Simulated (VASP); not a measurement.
Input of a VASP 6.6.1 run:

File INCAR:

```
ALGO = Normal
EDIFF = 1E-7
ENCUT = 520
ISIF = 2
ISMEAR = -1
LASPH = True
LCHARG = False
LMIXTAU = True
LREAL = False
LWAVE = False
METAGGA = R2SCAN
NBANDS = 11
NELM = 60
PREC = Accurate
SIGMA = 0.05
```

Contents of KPOINTS:

```
k-points
0
Gamma
  10 10 10
```

The input POSCAR:

```
BP
1.0
    0.0000000000      2.2690000000      2.2690000000
    2.2690000000      0.0000000000      2.2690000000
    2.2690000000      2.2690000000      0.0000000000
P B
1 1
Direct
    0.7500000000      0.7500000000      0.7500000000
    0.0000000000      0.0000000000      0.0000000000
```

KPOINTS_OPT

```
path GXWKGLUWLK,UX
10
line-mode
reciprocal
 0.0000000000  0.0000000000  0.0000000000  G
 0.5000000000  0.0000000000  0.5000000000  X

 0.5000000000  0.0000000000  0.5000000000  X
 0.5000000000  0.2500000000  0.7500000000  W

 0.5000000000  0.2500000000  0.7500000000  W
 0.3750000000  0.3750000000  0.7500000000  K

 0.3750000000  0.3750000000  0.7500000000  K
 0.0000000000  0.0000000000  0.0000000000  G

 0.0000000000  0.0000000000  0.0000000000  G
 0.5000000000  0.5000000000  0.5000000000  L

 0.5000000000  0.5000000000  0.5000000000  L
 0.6250000000  0.2500000000  0.6250000000  U

 0.6250000000  0.2500000000  0.6250000000  U
 0.5000000000  0.2500000000  0.7500000000  W

 0.5000000000  0.2500000000  0.7500000000  W
 0.5000000000  0.5000000000  0.5000000000  L

 0.5000000000  0.5000000000  0.5000000000  L
 0.3750000000  0.3750000000  0.7500000000  K

 0.6250000000  0.2500000000  0.6250000000  U
 0.5000000000  0.0000000000  0.5000000000  X
```

Potentials or basis: VASP PAW PBE potentials, release 64 (P, B).

Run with:

```console
$ cat potpaw_PBE.64/P/POTCAR potpaw_PBE.64/B/POTCAR > POTCAR
$ mpirun -np 1 vasp_std > vasp.out
```

**Question.** Estimate the band gap along the path.

**Answer.** 1.46 eV, indirect (least direct gap 3.64 eV).

**Question.** Predict the pressure.

**Answer.** -0.7 GPa.

Levels at the corners of the path, in eV from the valence-band top:
| point | band 1 | band 2 | band 3 | band 4 | band 5 | band 6 | band 7 | band 8 |
| --- | --- | --- | --- | --- | --- | --- | --- | --- |
| Γ | -16.26 | 0.00 | 0.00 | 0.00 | 3.64 | 3.64 | 3.64 | 8.01 |
| X | -11.10 | -9.13 | -4.34 | -4.34 | 1.54 | 1.91 | 13.06 | 13.06 |
| X | -11.10 | -9.13 | -4.34 | -4.34 | 1.54 | 1.91 | 13.06 | 13.06 |
| W | -10.82 | -8.61 | -5.92 | -5.72 | 5.78 | 7.19 | 7.81 | 7.95 |
| W | -10.82 | -8.61 | -5.92 | -5.72 | 5.78 | 7.19 | 7.81 | 7.95 |
| K | -11.12 | -8.69 | -6.50 | -3.70 | 2.40 | 6.45 | 10.43 | 11.41 |
| K | -11.12 | -8.69 | -6.50 | -3.70 | 2.40 | 6.45 | 10.43 | 11.41 |
| Γ | -16.26 | 0.00 | 0.00 | 0.00 | 3.64 | 3.64 | 3.64 | 8.01 |
| Γ | -16.26 | 0.00 | 0.00 | 0.00 | 3.64 | 3.64 | 3.64 | 8.01 |
| L | -12.77 | -9.50 | -1.87 | -1.87 | 4.14 | 5.03 | 5.03 | 10.92 |
| L | -12.77 | -9.50 | -1.87 | -1.87 | 4.14 | 5.03 | 5.03 | 10.92 |
| U | -11.12 | -8.69 | -6.50 | -3.70 | 2.40 | 6.45 | 10.43 | 11.41 |
| U | -11.12 | -8.69 | -6.50 | -3.70 | 2.40 | 6.45 | 10.43 | 11.41 |
| W | -10.82 | -8.61 | -5.92 | -5.72 | 5.78 | 7.19 | 7.81 | 7.95 |
| W | -10.82 | -8.61 | -5.92 | -5.72 | 5.78 | 7.19 | 7.81 | 7.95 |
| L | -12.77 | -9.50 | -1.87 | -1.87 | 4.14 | 5.03 | 5.03 | 10.92 |
| L | -12.77 | -9.50 | -1.87 | -1.87 | 4.14 | 5.03 | 5.03 | 10.92 |
| K | -11.12 | -8.69 | -6.50 | -3.70 | 2.40 | 6.45 | 10.43 | 11.41 |
| U | -11.12 | -8.69 | -6.50 | -3.70 | 2.40 | 6.45 | 10.43 | 11.41 |
| X | -11.10 | -9.13 | -4.34 | -4.34 | 1.54 | 1.91 | 13.06 | 13.06 |

Caveat: the PAW data sets were made with another functional, which shifts forces and pressure a little. r2SCAN opens gaps a little over a GGA but as a rule still falls short of measured ones.
